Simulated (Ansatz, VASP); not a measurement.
## ZnSe in VASP and in Ansatz

The input INCAR:

```
PREC = Accurate ; ENCUT = 520
EDIFF = 1E-7 ; ISMEAR = -1
SIGMA = 0.03 ; LREAL = F
LASPH = T ; NELM = 100
ALGO = Normal ; ISIF = 2
LWAVE = F ; LCHARG = T
GGA = PE ; LELF = T
LVHAR = T ; NBANDS = 16
```

KPOINTS

```
regular mesh
0
Gamma
  8 8 8
```

File POSCAR:

```
ZnSe
1.0
    0.0000000000      2.8338000000      2.8338000000
    2.8338000000      0.0000000000      2.8338000000
    2.8338000000      2.8338000000      0.0000000000
Zn Se
1 1
Direct
    0.0000000000      0.0000000000      0.0000000000
    0.7500000000      0.7500000000      0.7500000000
```

Input for Ansatz:

```yaml
crystal:
  lattice:
    - [0.0, 2.8338, 2.8338]
    - [2.8338, 0.0, 2.8338]
    - [2.8338, 2.8338, 0.0]
  atoms:
    - { symbol: Zn, position: [0.0, 0.0, 0.0] }
    - { symbol: Se, position: [0.75, 0.75, 0.75] }
kpoints:
  mp_grid: { grid: [8, 8, 8] }
scf:
  occupations: { method: fermi_dirac, width: 0.03 }
hamiltonian:
  xc: pbe
  pseudopotentials:
    kind: all_electron
    lapw: { basis_error: 0.001, muffin_tin_radii: { Zn: 0.883, Se: 0.883 } }
output:
  forces: true
  stress: true
  eigenvalues: true
```

Alike in both runs: task single point; functional PBE; k mesh 8 × 8 × 8; occupations fermi-dirac, width 0.03 eV; no spin polarisation.

|  | VASP | Ansatz |
| --- | --- | --- |
| version | VASP 6.6.1 | Ansatz 0.2.0 |
| potentials or method | VASP PAW PBE potentials, release 64 (Zn, Se) | all-electron LAPW, scalar-relativistic |
| plane-wave cutoff (eV) | 520 | see its input |

|  | VASP | Ansatz | Ansatz less VASP |
| --- | --- | --- | --- |
| gap on the k mesh at the Fermi level (eV) | 1.29 | 1.29 | 0.000 |
| pressure (GPa) | 2.3 | 2.1 | -0.22 |

Ansatz ran all-electron here, so the differences hold the error of VASP's frozen core and of both bases.

PBE gaps usually lie below the measured ones, often by a third to a half.
